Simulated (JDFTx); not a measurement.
Pt, 1 atom in the cell. It takes space group Fm-3m (No. 225, cubic). Conventional cell: a = 3.922 Å, b = 3.922 Å, c = 3.922 Å, α = 90.00°, β = 90.00°, γ = 90.00°. Pt (site symmetry m-3m) is surrounded by 12 Pt at 2.77 Å. 

* Program: JDFTx 1.7.0 (patched build)
* Task: band structure
* Functional: PBE
* Potentials or basis: PseudoDojo-SR-PBE-0.4.1-standard with smoothed tails
* Cutoff: 1143 eV
* Density cutoff: 4572 eV
* k mesh: 12 × 12 × 12
* Occupations: fermi-dirac, width 0.05 eV
* Spin: no spin polarisation
* Band ratio of the Davidson solver: 1.3
* Local potential set to -Z/r beyond: 6 bohr
* Bands: 15
* Density cutoff over wavefunction cutoff: 4
* Max SCF steps: 30
* SCF threshold on the energy: 1e-06 Ha
* Solver of the electrons: minimize
* Further solve for the empty bands: no
* Start: density of an earlier self-consistent run, held fixed
* Path: G-X-W-K-G-L-U-W-L-K-U-X

Potentials or basis: PseudoDojo-SR-PBE-0.4.1-standard with smoothed tails.

Launch:

```console
$ jdftx -c 1 -i bands.in -o bands.out
```

Hardware: 1 thread of Intel(R) Xeon(R) 6975P-C (Granite Rapids), on a shared host.

Q: Estimate the wall time of this run.

A: It took 4.4 s on 1 thread of Intel(R) Xeon(R) 6975P-C (Granite Rapids) (shared host), peak memory 0.09 GiB. Counts: scf iterations 0, bands 15, plane waves 1324.
